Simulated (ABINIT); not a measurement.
**MgTe: equation of state with PBE+D2**

Crystal: MgTe.

```
CELL_PARAMETERS angstrom
0.00000 3.23200 3.23200
3.23200 0.00000 3.23200
3.23200 3.23200 0.00000
ATOMIC_POSITIONS crystal
Te 0.25000 0.25000 0.25000
Mg 0.00000 0.00000 0.00000
```

The cell comes from a database or a generator and needn't be the stable form of this composition.

| Property | Result |
| --- | --- |
| Program | ABINIT 10.8.3 (patched build) |
| Task | equation of state |
| Functional | PBE |
| Dispersion | D2 |
| Potentials or basis | JTH PAW PBE v2.0 |
| Cutoff | 517 eV |
| k mesh | 7 × 7 × 7 |
| Occupations | fermi-dirac, width 0.05 eV |
| Spin | no spin polarisation |

```
Equilibrium volume : 33.62 Å³/atom (rough: see the caveat)
Bulk modulus       : 33 GPa (rough)
```

Energy against volume, from the lowest point:
```csv
volume (Å³/atom),energy (meV/atom)
31.735,10.67
32.410,3.95
33.086,0.51
33.761,0.00
34.436,1.38
35.111,6.33
35.787,13.51
```

It took 77 s on 1 thread of Arm Neoverse V2, with other jobs on the host, peak memory 0.15 GiB.

Caveat: pressures at fixed basis lie under the slope of the energies; the fit is doubtful: noisy points or a state that changes with volume. The run has no spin-orbit coupling, so splittings on Te are missing.
